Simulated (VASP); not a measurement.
**Ti: single point with PBE**

The system is Ti.

```
Ti
1.0
     2.95000    0.00000    0.00000
    -1.47500    2.55477    0.00000
     0.00000    0.00000    4.68000
Ti
2
Direct
  0.66667 0.33333 0.75000
  0.33333 0.66667 0.25000
```

- Program: VASP 6.6.1
- Task: single point
- Functional: PBE
- Potentials or basis: VASP PAW PBE potentials, release 54 (Ti_sv)
- Cutoff: 520 eV
- k mesh: 10 × 10 × 6
- Occupations: gaussian, width 0.05 eV
- Spin: no spin polarisation

```
Pressure               : -1.8 GPa
Band gap on the k mesh : none (metal or under the smearing width)
```

Stress tensor (GPa, compression positive):
```
-1.73  0.00  0.00
 0.00 -1.73  0.00
 0.00  0.00 -2.02
```

Levels at points of the mesh, in eV from the Fermi level:
```csv
k point,band 9,band 10,band 11,band 12,band 13,band 14,band 15,band 16
"(0.00, 0.00, 0.00)",-6.16,-2.64,0.73,0.78,0.78,0.87,1.26,1.26
"(0.50, 0.00, 0.00)",-2.31,-2.10,-1.79,-0.62,0.50,0.62,1.16,3.29
"(0.00, 0.00, 0.50)",-4.32,-4.32,0.09,0.09,0.69,0.69,0.69,0.69
"(0.50, 0.00, 0.50)",-2.49,-2.49,-0.79,-0.79,1.30,1.30,1.72,1.72
```

Wall time 52 s on 1 thread of AMD EPYC 9R45 (Zen 5), on a shared host, peak memory 0.13 GiB.
